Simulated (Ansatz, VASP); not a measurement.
CdSe: VASP beside Ansatz

```xyz
2
Lattice="0.0000 3.0703 3.0703 3.0703 0.0000 3.0703 3.0703 3.0703 0.0000" Properties=species:S:1:pos:R:3 pbc="T T T"
Cd    0.0000    0.0000    0.0000
Se    4.6054    4.6054    4.6054
```

Measurements of this composition are mostly on another form, of space group No. 186.

Alike in both runs: task relaxation of cell and atoms; functional PBE; k mesh 10 × 10 × 10; occupations gaussian, width 0.02 eV; no spin polarisation.

|  | VASP | Ansatz |
| --- | --- | --- |
| version | VASP 6.6.1 | Ansatz 0.2.0 |
| potentials or method | VASP PAW PBE potentials, release 64 (Cd, Se) | scalar-relativistic, plane waves, PAW |
| plane-wave cutoff (eV) | 600 | 420 |
| valence electrons in the cell | 18 | 36 |

|  | VASP | Ansatz | Ansatz less VASP |
| --- | --- | --- | --- |
| gap on the k mesh at the Fermi level, each at its own relaxed structure (eV) | 0.48 | 0.49 | +0.010 |
| relaxed volume (Å³/atom) | 29.87 | 29.75 | -0.124 |
| relaxed cell length with the largest relative difference (Å) | 4.388 | 4.382 | -0.0061 |
| energy change over the relaxation (meV/atom) | -4 | -3 | +1.2 |

The two sets of potentials don't hold the same shells in valence.
